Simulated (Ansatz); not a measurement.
# Gallium, omega (AlB2-type) under revPBE: structure, energy and stiffness

What does revPBE give for gallium in the omega (AlB2-type) structure? We relax it, solve it on a dense k-mesh, then scale the cell to 7 volumes from 88 to 112 % of the relaxed one and try a fit of the equation of state. Spin polarisation is left out. The k-meshes are 8×8×11 for the relaxation; 10×10×14 for the dense run; 9×9×12 for the volumes.

Method: DFT revPBE, plane waves (420 eV) with PAW, scalar-relativistic; PAW files made under PBE, frozen cores solved again for the functional, in Ansatz 0.2.0.

## Step 1: The system as given

The structure is hexagonal, space group P6/mmm (No. 191). The conventional cell has a = 4.802 Å, b = 4.802 Å, c = 2.944 Å, α = 90.00°, β = 90.00°, γ = 120.00°. Ga (site symmetry 6/mmm) is surrounded by 14 Ga at 2.94 to 3.14 Å. Around Ga (site symmetry -6m2) lie 11 Ga at 2.77 to 3.14 Å.

Coordinates:

```cif
data_structure
_symmetry_space_group_name_H-M 'P6/mmm'
_symmetry_Int_Tables_number 191
_cell_length_a 4.8020
_cell_length_b 4.8020
_cell_length_c 2.9436
_cell_angle_alpha 90.000
_cell_angle_beta 90.000
_cell_angle_gamma 120.000
_cell_volume 58.78
loop_
_atom_site_label
_atom_site_type_symbol
_atom_site_symmetry_multiplicity
_atom_site_Wyckoff_symbol
_atom_site_fract_x
_atom_site_fract_y
_atom_site_fract_z
_atom_site_occupancy
Ga1 Ga 1 a 0.00000 0.00000 0.00000 1
Ga2 Ga 2 d 0.33333 0.66667 0.50000 1
```

## Step 2: Relaxation of the cell

input.yaml reads:

```yaml
crystal:
  lattice:
    - [4.8020307411, 0.0, 0.0]
    - [-2.4010153706, 4.1586806116, 0.0]
    - [0.0, 0.0, 2.9436448443]
  atoms:
    - { symbol: Ga, position: [0.0, 0.0, 0.0] }
    - { symbol: Ga, position: [0.3333333333, 0.6666666667, 0.5] }
    - { symbol: Ga, position: [0.6666666667, 0.3333333333, 0.5] }
hamiltonian:
  xc: revpbe
  pseudopotentials:
    kind: paw
    azcp:
      Ga: "pseudopotentials/Ga.paw.azcp"
basis:
  ecutwfc: 420
  fft_grid_basis: typed
kpoints:
  mp_grid: { grid: [8, 8, 11], shift: [0, 0, 0] }
magnetization:
  spin_polarized: false
scf:
  occupations: { method: fermi_dirac, width: 0.1 }
relax:
  max_steps: 60
  f_tol: 0.01
  cell: {}
output:
  write_density: true
  write_potential: true
  elf: true
  volumetric_format: npy
```

The program printed:

```text
Warning: RAYON_NUM_THREADS=2 ignored (pool sized by the plan → 2); use --threads N
Engine: ansatz 0.2.0, aarch64-unknown-linux-gnu
Pseudopotentials: kind: paw
Pseudopotential: Ga, paw, valence charge 13, recommended cutoff 420 eV (normal), <dir>
Functional definition: revPBE
  parameter kappa = 1.245
  parameter beta = 0.06672455060314922
  exchange = pbe_x(kappa = kappa, mu = beta*pi^2/3)
  correlation = pbe_c(beta = beta)
Crystal: 3 atoms, lattice volume = 58.785 Å³
Basis set: ecut = 420 eV, 1137 PW (Γ), exchange–correlation on 72×72×40 points (8 copies of the dense FFT grid, shifted against one another)
Bands: 24, of which v1, the nominal top of the filled ones, is band 20 counted from 1 (19 counted from 0)
Symmetry: 24 space group operations
Space group: P6/mmm (ITA 191), of the structure as read, at distance tolerance 3.9e-5 Å
k-points: 60 of 704
Non-local potential: Ga, projectors of the file, l = 0: 2, l = 1: 2, l = 2: 3, l = 3: 1
PAW form: soft (Blöchl's): semilocal exchange-correlation on the pseudo side does not see the compensation charge
PAW frozen core: Ga, regenerated for the run's functional, and the local potential with it (the file was generated under x = pbe(κ = 0.804, μ = 0.2195149727645171), c = pbe(β = 0.06672455060314922))
PAW one-centre angular grid: Ga, 590 points (default); XC on 64 Gauss nodes
Initial density: superposition of atomic densities (neutral atoms: chi_scale 0, normalization atom), corrected by the library's trained network
Initial wavefunctions: pseudopotential atomic-orbital guess
Functional: x = revpbe(κ = 1.245, μ = 0.2195149727645171), c = pbe(β = 0.06672455060314922)
SCF iter   1: F=—  HF=-11360.878855 eV  |F-HF|=—  |Δ(HF+E_count)|=         —  Δρ=3.90e-3  dr2=2.89e-3  ethr=1.77e-3  ⟨swp⟩=5.2  Hψ=5561  notcnv=0
preconditioner: auto → none  [metal: Δε(μ)=0.028 eV  Ē_g=15.820 eV  σ=0.100 eV  W_gap=0.07  n_scr=8 (ndim 8)  ℏωp=30.2 eV  f_vac=0.000  D(μ)=1.84/eV (n_scr^D=8)  sad-step TF]
SCF iter   2: F=—  HF=-11360.877360 eV  |F-HF|=—  |Δ(HF+E_count)|=   1.49e-3  Δρ=1.65e-3  dr2=8.06e-4  ethr=7.41e-6  ⟨swp⟩=2.0  Hψ=2964  notcnv=0
SCF iter   3: F=—  HF=-11360.877352 eV  |F-HF|=—  |Δ(HF+E_count)|=   7.61e-6  Δρ=8.87e-4  dr2=1.65e-4  ethr=2.07e-6  ⟨swp⟩=2.4  Hψ=2466  notcnv=0
SCF iter   4: F=—  HF=-11360.877350 eV  |F-HF|=—  |Δ(HF+E_count)|=   2.22e-6  Δρ=8.23e-5  dr2=7.58e-6  ethr=4.23e-7  ⟨swp⟩=2.0  Hψ=2566  notcnv=0
SCF iter   5: F=—  HF=-11360.877332 eV  |F-HF|=—  |Δ(HF+E_count)|=   1.82e-5  Δρ=3.53e-5  dr2=3.46e-7  ethr=1.94e-8  ⟨swp⟩=2.0  Hψ=2569  notcnv=0
SCF iter   6: F=-11360.877332 eV  HF=-11360.877332 eV  |F-HF|=3.13e-10  |Δ(HF+E_count)|=   4.40e-7  Δρ=1.00e-5  dr2=1.92e-8  ethr=2.56e-10  ⟨swp⟩=7.5  Hψ=8857  notcnv=0
SCF 1 converged in 6 iterations: F = -11360.877332 eV  dr2 = 1.92e-8
relax step   1: F+E_penalty+E_count = -11360.87733224 eV  Δ(F+E_penalty+E_count) = +0.000e0 eV  max|allowed force component| = 2.005e-17 eV/Å  Δτ_max = 0.0000 Å  P = +0.462 GPa  Ω = 58.785 Å³  (6 SCF iters, dr2 threshold 1.00e-7 eV, accepted)
Crystal: 3 atoms, lattice volume = 59.390 Å³
Initial density: handed on by an earlier stage of this run
Initial wavefunctions: those handed on with the density
iter 1 solved again at ethr=1.09e-7 eV; its pass at ethr=3.10e-3 eV (dr2=4.23e-5 eV) is discarded
SCF iter   1: F=—  HF=-11360.878590 eV  |F-HF|=—  |Δ(HF+E_count)|=         —  Δρ=3.10e-4  dr2=6.51e-5  ethr=1.09e-7  ⟨swp⟩=3.0  Hψ=7973  notcnv=0
preconditioner: auto → none  [metal: Δε(μ)=0.009 eV  Ē_g=15.766 eV  σ=0.100 eV  W_gap=0.02  n_scr=8 (ndim 8)  ℏωp=30.1 eV  f_vac=0.000  D(μ)=1.84/eV (n_scr^D=8)]
SCF iter   2: F=—  HF=-11360.878562 eV  |F-HF|=—  |Δ(HF+E_count)|=   2.86e-5  Δρ=1.66e-4  dr2=9.26e-6  ethr=1.09e-7  ⟨swp⟩=2.0  Hψ=2607  notcnv=0
SCF iter   3: F=—  HF=-11360.878560 eV  |F-HF|=—  |Δ(HF+E_count)|=   1.06e-6  Δρ=4.20e-5  dr2=1.28e-6  ethr=2.37e-8  ⟨swp⟩=2.0  Hψ=2367  notcnv=0
SCF iter   4: F=-11360.878560 eV  HF=-11360.878560 eV  |F-HF|=2.38e-9  |Δ(HF+E_count)|=   5.86e-7  Δρ=1.19e-5  dr2=3.65e-8  ethr=7.69e-10  ⟨swp⟩=7.9  Hψ=11051  notcnv=0
SCF 2 converged in 4 iterations: F = -11360.878560 eV  dr2 = 3.65e-8
relax step   2: F+E_penalty+E_count = -11360.87855991 eV  Δ(F+E_penalty+E_count) = -1.228e-3 eV  max|allowed force component| = 2.930e-17 eV/Å  Δτ_max = 0.0000 Å  P = +0.021 GPa  Ω = 59.390 Å³  energy of the carried Pulay correction = -1.864e-4 eV  (4 SCF iters, dr2 threshold 3.00e-7 eV, accepted)
Crystal: 3 atoms, lattice volume = 59.706 Å³
iter 1 solved again at ethr=1.73e-7 eV; its pass at ethr=3.10e-3 eV (dr2=6.74e-5 eV) is discarded
SCF iter   1: F=—  HF=-11360.879557 eV  |F-HF|=—  |Δ(HF+E_count)|=         —  Δρ=3.66e-4  dr2=1.05e-4  ethr=1.73e-7  ⟨swp⟩=3.0  Hψ=7968  notcnv=0
preconditioner: auto → none  [metal: Δε(μ)=0.039 eV  Ē_g=15.743 eV  σ=0.100 eV  W_gap=0.10  n_scr=8 (ndim 8)  ℏωp=30.0 eV  f_vac=0.000  D(μ)=1.79/eV (n_scr^D=8)]
SCF iter   2: F=—  HF=-11360.879524 eV  |F-HF|=—  |Δ(HF+E_count)|=   3.24e-5  Δρ=1.60e-4  dr2=1.58e-5  ethr=1.73e-7  ⟨swp⟩=2.4  Hψ=2281  notcnv=0
SCF iter   3: F=—  HF=-11360.879523 eV  |F-HF|=—  |Δ(HF+E_count)|=   1.12e-6  Δρ=3.76e-5  dr2=5.88e-7  ethr=4.06e-8  ⟨swp⟩=2.4  Hψ=2602  notcnv=0
SCF iter   4: F=-11360.879522 eV  HF=-11360.879522 eV  |F-HF|=1.13e-8  |Δ(HF+E_count)|=   5.33e-7  Δρ=1.30e-5  dr2=4.73e-8  ethr=7.69e-10  ⟨swp⟩=7.9  Hψ=11270  notcnv=0
SCF 3 converged in 4 iterations: F = -11360.879522 eV  dr2 = 4.73e-8
relax step   3: F+E_penalty+E_count = -11360.87952243 eV  Δ(F+E_penalty+E_count) = -9.625e-4 eV  max|allowed force component| = 3.701e-17 eV/Å  Δτ_max = 0.0000 Å  P = -0.196 GPa  Ω = 59.706 Å³  energy of the carried Pulay correction = -2.821e-4 eV  (4 SCF iters, dr2 threshold 3.00e-7 eV, accepted)
Crystal: 3 atoms, lattice volume = 60.828 Å³
Basis set: ecut = 420 eV, 1217 PW (Γ), exchange–correlation on 72×72×40 points (8 copies of the dense FFT grid, shifted against one another)
iter 1 solved again at ethr=1.07e-5 eV; its pass at ethr=3.10e-3 eV (dr2=4.19e-3 eV) is discarded
SCF iter   1: F=—  HF=-11360.876826 eV  |F-HF|=—  |Δ(HF+E_count)|=         —  Δρ=2.26e-3  dr2=4.46e-3  ethr=1.07e-5  ⟨swp⟩=2.0  Hψ=9255  notcnv=0
preconditioner: auto → Kerker (q_TF=auto, 2.533 Å⁻¹)  [metal: Δε(μ)=0.087 eV  Ē_g=15.669 eV  σ=0.100 eV  W_gap=0.21  n_scr=20 (ndim 8)  ℏωp=29.7 eV  f_vac=0.000  D(μ)=1.49/eV (n_scr^D=8)]
SCF iter   2: F=—  HF=-11360.876355 eV  |F-HF|=—  |Δ(HF+E_count)|=   4.71e-4  Δρ=1.59e-3  dr2=2.27e-3  ethr=1.07e-5  ⟨swp⟩=1.0  Hψ=1440  notcnv=0
SCF iter   3: F=—  HF=-11360.875896 eV  |F-HF|=—  |Δ(HF+E_count)|=   4.60e-4  Δρ=2.81e-4  dr2=6.85e-5  ethr=5.82e-6  ⟨swp⟩=1.9  Hψ=1581  notcnv=0
SCF iter   4: F=—  HF=-11360.875908 eV  |F-HF|=—  |Δ(HF+E_count)|=   1.20e-5  Δρ=1.17e-4  dr2=4.87e-6  ethr=1.76e-7  ⟨swp⟩=2.0  Hψ=2604  notcnv=0
SCF iter   5: F=—  HF=-11360.875910 eV  |F-HF|=—  |Δ(HF+E_count)|=   2.34e-6  Δρ=3.70e-5  dr2=8.23e-7  ethr=1.25e-8  ⟨swp⟩=2.0  Hψ=2538  notcnv=0
SCF iter   6: F=-11360.875910 eV  HF=-11360.875910 eV  |F-HF|=1.47e-7  |Δ(HF+E_count)|=   3.03e-7  Δρ=1.07e-5  dr2=7.78e-8  ethr=7.69e-10  ⟨swp⟩=8.9  Hψ=10730  notcnv=0
SCF 4 converged in 6 iterations: F = -11360.875910 eV  dr2 = 7.78e-8
  Residual-converged pass: ⟨swp⟩=1.0  Hψ=1681  notcnv=0  max |occ|·‖R‖ = 7.0e-9 eV (tolerance 1.0e-8 eV)  dr2=7.78e-8  dr2_onsite=1.54e-7  max |Δocc| = 4.3e-10
relax step   4: F+E_penalty+E_count = -11360.87591018 eV  Δ(F+E_penalty+E_count) = +3.612e-3 eV  max|allowed force component| = 4.626e-17 eV/Å  Δτ_max = 0.0000 Å  P = -0.755 GPa  Ω = 60.828 Å³  energy of the carried Pulay correction = -6.126e-4 eV  (6 SCF iters, dr2 threshold 3.00e-7 eV, rejected (line search))
Crystal: 3 atoms, lattice volume = 59.786 Å³
Basis set: ecut = 420 eV, 1145 PW (Γ), exchange–correlation on 72×72×40 points (8 copies of the dense FFT grid, shifted against one another)
iter 1 solved again at ethr=4.11e-6 eV; its pass at ethr=3.10e-3 eV (dr2=1.60e-3 eV) is discarded
SCF iter   1: F=—  HF=-11360.882650 eV  |F-HF|=—  |Δ(HF+E_count)|=         —  Δρ=1.41e-3  dr2=1.66e-3  ethr=4.11e-6  ⟨swp⟩=1.6  Hψ=8595  notcnv=0
preconditioner: auto → none  [metal: Δε(μ)=0.067 eV  Ē_g=15.723 eV  σ=0.100 eV  W_gap=0.17  n_scr=8 (ndim 8)  ℏωp=30.0 eV  f_vac=0.000  D(μ)=1.61/eV (n_scr^D=8)]
SCF iter   2: F=—  HF=-11360.882319 eV  |F-HF|=—  |Δ(HF+E_count)|=   3.31e-4  Δρ=5.91e-4  dr2=2.59e-4  ethr=4.11e-6  ⟨swp⟩=1.1  Hψ=1453  notcnv=0
SCF iter   3: F=—  HF=-11360.882289 eV  |F-HF|=—  |Δ(HF+E_count)|=   2.97e-5  Δρ=9.38e-5  dr2=8.25e-6  ethr=6.63e-7  ⟨swp⟩=2.3  Hψ=2010  notcnv=0
SCF iter   4: F=—  HF=-11360.882280 eV  |F-HF|=—  |Δ(HF+E_count)|=   9.02e-6  Δρ=4.16e-5  dr2=8.74e-7  ethr=2.12e-8  ⟨swp⟩=2.0  Hψ=2632  notcnv=0
SCF iter   5: F=—  HF=-11360.882278 eV  |F-HF|=—  |Δ(HF+E_count)|=   1.51e-6  Δρ=1.62e-5  dr2=7.47e-8  ethr=2.24e-9  ⟨swp⟩=2.0  Hψ=2609  notcnv=0
SCF iter   6: F=—  HF=-11360.882278 eV  |F-HF|=—  |Δ(HF+E_count)|=   1.45e-8  Δρ=3.00e-6  dr2=4.78e-9  ethr=1.92e-10  ⟨swp⟩=2.0  Hψ=2573  notcnv=0
SCF iter   7: F=—  HF=-11360.882278 eV  |F-HF|=—  |Δ(HF+E_count)|=  4.93e-10  Δρ=9.45e-7  dr2=3.12e-10  ethr=1.23e-11  ⟨swp⟩=2.0  Hψ=2621  notcnv=0
SCF iter   8: F=—  HF=-11360.882278 eV  |F-HF|=—  |Δ(HF+E_count)|=  6.00e-11  Δρ=3.16e-7  dr2=4.88e-11  ethr=1.00e-12  ⟨swp⟩=6.0  Hψ=7552  notcnv=0
SCF iter   9: F=-11360.882278 eV  HF=-11360.882278 eV  |F-HF|=3.64e-12  |Δ(HF+E_count)|=    0.00e0  Δρ=3.29e-8  dr2=2.37e-13  ethr=1.00e-12  ⟨swp⟩=5.8  Hψ=6623  notcnv=0
SCF 5 converged in 9 iterations: F = -11360.882278 eV  dr2 = 2.37e-13
relax step   5: F+E_penalty+E_count = -11360.88227838 eV  Δ(F+E_penalty+E_count) = -2.756e-3 eV  max|allowed force component| = 7.710e-17 eV/Å  Δτ_max = 0.0000 Å  P = -0.223 GPa  Ω = 59.786 Å³  energy of the carried Pulay correction = -3.031e-4 eV  (9 SCF iters, accepted)
Crystal: 3 atoms, lattice volume = 59.518 Å³
iter 1 solved again at ethr=3.42e-7 eV; its pass at ethr=3.10e-3 eV (dr2=1.33e-4 eV) is discarded
SCF iter   1: F=—  HF=-11360.882943 eV  |F-HF|=—  |Δ(HF+E_count)|=         —  Δρ=4.49e-4  dr2=1.60e-4  ethr=3.42e-7  ⟨swp⟩=2.6  Hψ=8383  notcnv=0
preconditioner: auto → none  [metal: Δε(μ)=0.075 eV  Ē_g=15.741 eV  σ=0.100 eV  W_gap=0.18  n_scr=8 (ndim 8)  ℏωp=30.1 eV  f_vac=0.000  D(μ)=1.54/eV (n_scr^D=8)]
SCF iter   2: F=—  HF=-11360.882903 eV  |F-HF|=—  |Δ(HF+E_count)|=   4.00e-5  Δρ=1.88e-4  dr2=2.31e-5  ethr=3.42e-7  ⟨swp⟩=2.0  Hψ=1811  notcnv=0
SCF iter   3: F=—  HF=-11360.882902 eV  |F-HF|=—  |Δ(HF+E_count)|=   1.80e-6  Δρ=4.89e-5  dr2=2.39e-6  ethr=5.91e-8  ⟨swp⟩=2.1  Hψ=2408  notcnv=0
SCF iter   4: F=-11360.882900 eV  HF=-11360.882901 eV  |F-HF|=4.20e-8  |Δ(HF+E_count)|=   1.01e-6  Δρ=1.69e-5  dr2=1.07e-7  ethr=6.71e-10  ⟨swp⟩=7.0  Hψ=11018  notcnv=0
SCF 6 converged in 4 iterations: F = -11360.882900 eV  dr2 = 1.07e-7
relax step   6: F+E_penalty+E_count = -11360.88290048 eV  Δ(F+E_penalty+E_count) = -6.221e-4 eV  max|allowed force component| = 5.551e-17 eV/Å  Δτ_max = 0.0000 Å  P = -0.004 GPa  Ω = 59.518 Å³  energy of the carried Pulay correction = -2.196e-4 eV  (4 SCF iters, dr2 threshold 2.62e-7 eV, accepted)
Basis set: ecut = 420 eV, 1145 PW (Γ), exchange–correlation on 64×64×48 points (8 copies of the dense FFT grid, shifted against one another)
Initial wavefunctions: pseudopotential atomic-orbital guess (no wavefunctions were taken with the density)
iter 1 solved again at ethr=1.69e-8 eV; its pass at ethr=3.10e-3 eV (dr2=6.58e-6 eV) is discarded
SCF iter   1: F=—  HF=-11360.882330 eV  |F-HF|=—  |Δ(HF+E_count)|=         —  Δρ=4.27e-4  dr2=2.47e-6  ethr=1.69e-8  ⟨swp⟩=3.0  Hψ=9065  notcnv=0
preconditioner: auto → none  [metal: Δε(μ)=0.074 eV  Ē_g=15.744 eV  σ=0.100 eV  W_gap=0.18  n_scr=8 (ndim 8)  ℏωp=30.1 eV  f_vac=0.000  D(μ)=1.54/eV (n_scr^D=8)]
SCF iter   2: F=—  HF=-11360.882885 eV  |F-HF|=—  |Δ(HF+E_count)|=   5.55e-4  Δρ=2.14e-4  dr2=6.29e-7  ethr=6.34e-9  ⟨swp⟩=1.0  Hψ=1441  notcnv=0
SCF iter   3: F=—  HF=-11360.883052 eV  |F-HF|=—  |Δ(HF+E_count)|=   1.67e-4  Δρ=1.65e-5  dr2=1.22e-7  ethr=1.61e-9  ⟨swp⟩=2.0  Hψ=2588  notcnv=0
SCF iter   4: F=—  HF=-11360.883053 eV  |F-HF|=—  |Δ(HF+E_count)|=   4.14e-7  Δρ=1.08e-6  dr2=4.79e-10  ethr=3.14e-10  ⟨swp⟩=2.0  Hψ=2623  notcnv=0
SCF iter   5: F=—  HF=-11360.883053 eV  |F-HF|=—  |Δ(HF+E_count)|=   1.59e-9  Δρ=3.55e-7  dr2=4.71e-11  ethr=1.00e-12  ⟨swp⟩=6.0  Hψ=6706  notcnv=0
SCF iter   6: F=-11360.883053 eV  HF=-11360.883053 eV  |F-HF|=3.64e-12  |Δ(HF+E_count)|=  1.09e-11  Δρ=7.91e-8  dr2=4.34e-12  ethr=1.00e-12  ⟨swp⟩=5.2  Hψ=6395  notcnv=0
SCF 7 converged in 6 iterations: F = -11360.883053 eV  dr2 = 4.34e-12
relax step   7: F+E_penalty+E_count = -11360.88305273 eV  Δ(F+E_penalty+E_count) = -1.523e-4 eV  max|allowed force component| = 1.696e-17 eV/Å  Δτ_max = 0.0000 Å  P = -0.008 GPa  Ω = 59.518 Å³  stress off target by 4.49e-2 GPa  SCF on the basis re-selected at this cell (its energy is not comparable with the rows above)  (6 SCF iters)
basis re-selected at this cell: Δ(F+E_penalty+E_count) = -1.523e-4 eV, ΔP = -0.004 GPa vs the last step (what re-selecting the basis moved, of the pressure what is left beyond the Pulay correction that the steps carried, after the strain that the cell walked since its last selection, with what the two solves' SCF thresholds leave and, on support functions, any second-order correction that the steps lacked; it is no measure of the basis error at this ecutwfc). The dense FFT grid was sized anew with the basis: this SCF ran on 32×32×24 points, the steps before it on 36×36×20, so part of this shift can come from that change (see relax.cell in the input reference). This SCF's stress stands 4.49e-2 GPa from its target on what of the cell is left free (relax.cell.stress_tol is 5.00e-2 GPa) and its largest allowed force component is 1.70e-17 eV/Å (relax.f_tol is 1.00e-2 eV/Å): within both
SCF converged after 6 iterations
Free energy (F): -11360.883053 eV
Harris-Foulkes:  -11360.883053 eV  (|F-HF|=3.64e-12)
Internal energy: -11360.833054 eV  (E = F + TS)
E sigma→0 (E₀):  -11360.858053 eV
Entropy (-TS):   -0.049999 eV (-16.666 meV/atom)
Fermi energy:    9.223791 eV
--- Per-component energies (eV) ---
  E_band       = -125.944231
  E_kinetic    = 342.005831
  E_local      = -5469.513122  (includes V_loc(G=0)·N_el)
  E_nonlocal   = 1266.090175
  E_hartree    = 2561.259314
  E_xc         = -207.442566
  E_vxc        = -172.810462  (∫ρ·V_xc dr)
  E_paw        = -5968.177522  (= ΣΔE_a)
  E_vpaw       = -1214.235117  (= ΣTr[D̂ρ^β])
  E_aug_tail   = -0.000314  (compensation charges beyond the density's cutoff)
  E_ewald      = -3884.786743
  E_core_change = -0.268107  (= ΣΔE_core)
  E_smearing   = -0.049999  (= −TS)
  E_closure    = 0.000000  (closes the sum)
  Σ components = -11360.883053   (vs F -11360.883053, Δ=0.00e0)
--- Forces (eV/Å), atoms counted from 1 ---
  atom   1  Ga    -0.00000000    -0.00000000    -0.00000000
  atom   2  Ga    -0.00000000    -0.00000000     0.00000000
  atom   3  Ga     0.00000000     0.00000000    -0.00000000
  max |Σ_I F_I| component: 1.85e-17 eV/Å
--- Stress (GPa, compression-positive) ---
        0.011132      -0.000000       0.000000
       -0.000000       0.011132       0.000000
        0.000000       0.000000      -0.044867
  P = ⅓ Tr σ = -0.0075 GPa (-0.075 kbar)
--- Band table (eV; the first three rows and the last of 60) ---
  k-point 0: bands = ["-5.8636", "-5.7095", "-5.7095", "-5.7060", "-5.6771", "-5.6528", "-5.6528", "-5.6451", "-5.6451", "-5.6382", "-5.6382", "-5.6223", "-5.6223", "-5.5119", "-5.5119", "-1.5254", "6.5029", "6.7966", "8.0744", "8.0744", "8.2753", "8.2753", "13.8825", "17.2633"]
  k-point 1: bands = ["-5.8496", "-5.7088", "-5.7088", "-5.6932", "-5.6883", "-5.6883", "-5.6619", "-5.6619", "-5.6612", "-5.6157", "-5.6157", "-5.6071", "-5.6071", "-5.5136", "-5.5136", "-1.3907", "6.5906", "6.9190", "8.1978", "8.1978", "8.4175", "8.4175", "12.3473", "19.0676"]
  k-point 2: bands = ["-5.8123", "-5.7311", "-5.7311", "-5.7058", "-5.7058", "-5.6959", "-5.6959", "-5.6594", "-5.6185", "-5.5983", "-5.5983", "-5.5900", "-5.5900", "-5.5158", "-5.5158", "-0.9860", "6.7901", "7.2888", "8.5587", "8.5587", "8.8414", "8.8414", "10.1594", "17.2939"]
  k-point 59: bands = ["-5.8240", "-5.7962", "-5.7381", "-5.7309", "-5.7124", "-5.7027", "-5.6875", "-5.6798", "-5.6216", "-5.6167", "-5.5752", "-5.5279", "-5.4910", "-5.4908", "-5.4676", "4.2022", "4.4669", "5.3030", "6.4262", "6.7583", "7.7116", "12.3258", "13.7962", "14.7529"]
--- Relaxed structure (6 steps of the walk, 5 accepted, 1 SCFs on fresh bases) ---
  F+E_penalty+E_count = -11360.88305273 eV   max|allowed force component| = 1.696e-17 eV/Å   (the final SCF, on the basis selected at the relaxed cell)
  cell:  # Å, volume = 59.5178 Å³
    - [4.748122294507087, 2.8543412659472223e-11, 0.0]
    - [-2.3740611472782627, 4.111994527304122, 0.0]
    - [0.0, 0.0, 3.0484022164915783]
  atoms:
    - { symbol: Ga, position: [1.5124326766073546e-34, 1.955356751126742e-34, 0.0] }
    - { symbol: Ga, position: [0.33333333333333337, 0.6666666666666667, 0.5000000000000001] }
    - { symbol: Ga, position: [0.6666666666666667, 0.3333333333333334, 0.5000000000000001] }
```

It took 17 s on 2 threads of an Arm CPU, shared host; peak memory 0.38 GiB.

Relaxation path:

| step | energy change (meV/atom) | largest force (eV/Å) | pressure (GPa) | volume (Å³/atom) | accepted |
| --- | --- | --- | --- | --- | --- |
| 1 | 0.00 | 0.0000 | 0.46 | 19.595 | yes |
| 2 | -0.41 | 0.0000 | 0.02 | 19.797 | yes |
| 3 | -0.73 | 0.0000 | -0.20 | 19.902 | yes |
| 4 | 0.47 | 0.0000 | -0.75 | 20.276 | no |
| 5 | -1.65 | 0.0000 | -0.22 | 19.929 | yes |
| 6 | -1.86 | 0.0000 | 0.00 | 19.839 | yes |
| 7 | -1.91 | 0.0000 | -0.01 | 19.839 | yes |

Steps that repeat a cell are solved on a basis chosen anew, so their changes of energy are no gain of the relaxation.

Changes in the cell that was computed:

|  | before | after | change |
| --- | --- | --- | --- |
| a (Å) | 4.802 | 4.748 | -1.1 % |
| b (Å) | 4.802 | 4.748 | -1.1 % |
| c (Å) | 2.944 | 3.048 | +3.6 % |
| volume (Å³/atom) | 19.595 | 19.839 | +1.2 % |
| shortest distance (Å) | 2.772 | 2.741 | -1.1 % |
| space group (spins left aside) | P6/mmm | P6/mmm | same |

[end of part 1 of 2]
